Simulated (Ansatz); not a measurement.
# SrO: band gap under strain

Aim: follow the gap of SrO built on the rocksalt prototype through these states: no strain; -4.0 % biaxial strain in x and y, free along z; -3.0 % biaxial strain in x and y, free along z. The table at the end shows which levels were run.

Program: Ansatz 0.2.0. PAW datasets, plane waves. Spin-unpolarised throughout; all numbers are computed.

## 1. The system as given

The unstrained cell was relaxed with r2SCAN; in each strained cell the atoms were relaxed again with r2SCAN. Names of k-points are those of the unstrained zone, where strain can split equivalent points. First state: no strain.

Space group Fm-3m (No. 225), cubic; a = 5.160 Å in the conventional setting, 17.17 Å³ an atom. Near Sr stand 6 O at 2.58 Å; near O stand 6 Sr at 2.58 Å.

Structure file:

```
Sr O
1.0
     0.00000    2.57989    2.57989
     2.57989    0.00000    2.57989
     2.57989    2.57989    0.00000
Sr O
1 1
Cartesian
  0.0000 0.0000 0.0000
  2.5799 2.5799 2.5799
```

## 2. No strain: PBE

input.yaml reads:

```yaml
crystal:
  lattice:
    - [0.0, 2.5798923259, 2.5798923259]
    - [2.5798923259, 0.0, 2.5798923259]
    - [2.5798923259, 2.5798923259, 0.0]
  atoms:
    - { symbol: Sr, position: [0.0, 0.0, 0.0] }
    - { symbol: O, position: [0.5, 0.5, 0.5] }
kpoints:
  mp_grid: { grid: [8, 8, 8] }
  band_path:
    path:
      - [0.0, 0.0, 0.0]
      - [0.5, 0.0, 0.5]
      - [0.625, 0.25, 0.625]
      - [0.375, 0.375, 0.75]
      - [0.5, 0.5, 0.5]
      - [0.5, 0.25, 0.75]
      - [0.0, 0.5, 0.5]
    npoints: 1
hamiltonian:
  xc: pbe
scf:
  occupations: { method: fermi_dirac, width: 0.02 }
  n_extra_bands: 4
output:
  forces: true
  stress: true
  eigenvalues: true
  write_density: true
  write_potential: true
  elf: true
  volumetric_format: npy
```

Command:

```sh
> ansatz run input.yaml --threads 2 --pin off --max-ram 20275MiB --backend cpu --events-out ev --progress --plain --runs-dir out
```

After this run come: No strain: r2SCAN; No strain: HSE06; No strain: r2SCAN+SOC; No strain: r2SCAN; -4.0 % biaxial strain in x and y, free along z: PBE; -4.0 % biaxial strain in x and y, free along z: r2SCAN; -4.0 % biaxial strain in x and y, free along z: HSE06; -4.0 % biaxial strain in x and y, free along z: r2SCAN+SOC; -4.0 % biaxial strain in x and y, free along z: r2SCAN; -3.0 % biaxial strain in x and y, free along z: PBE; -3.0 % biaxial strain in x and y, free along z: r2SCAN; -3.0 % biaxial strain in x and y, free along z: HSE06; -3.0 % biaxial strain in x and y, free along z: r2SCAN+SOC; -3.0 % biaxial strain in x and y, free along z: r2SCAN.

**Question.** What will these runs give?

**Answer**, as computed:

Least gap in eV (negative: overlap), with the change from the unstrained cell in brackets:

```
                                         state  volume change (%)           PBE        r2SCAN         HSE06
                                     no strain               +0.0          3.32          3.80          4.79
-4.0 % biaxial strain in x and y, free along z               -5.7  3.14 (-0.18)  3.61 (-0.19)  4.65 (-0.14)
-3.0 % biaxial strain in x and y, free along z               -4.3  3.19 (-0.13)  3.67 (-0.13)  4.69 (-0.10)
```

What this shows: The largest move of the HSE06 gap in the table is -0.142 eV, under -4.0 % biaxial strain in x and y, free along z. PBE and HSE06 differ by 1.48 eV on the unstrained gap, and by at most 0.03 eV on its change: the two disagree on the size of the gap but agree on its response to strain. In PBE the gap turns direct under -4.0 % biaxial strain in x and y, free along z.
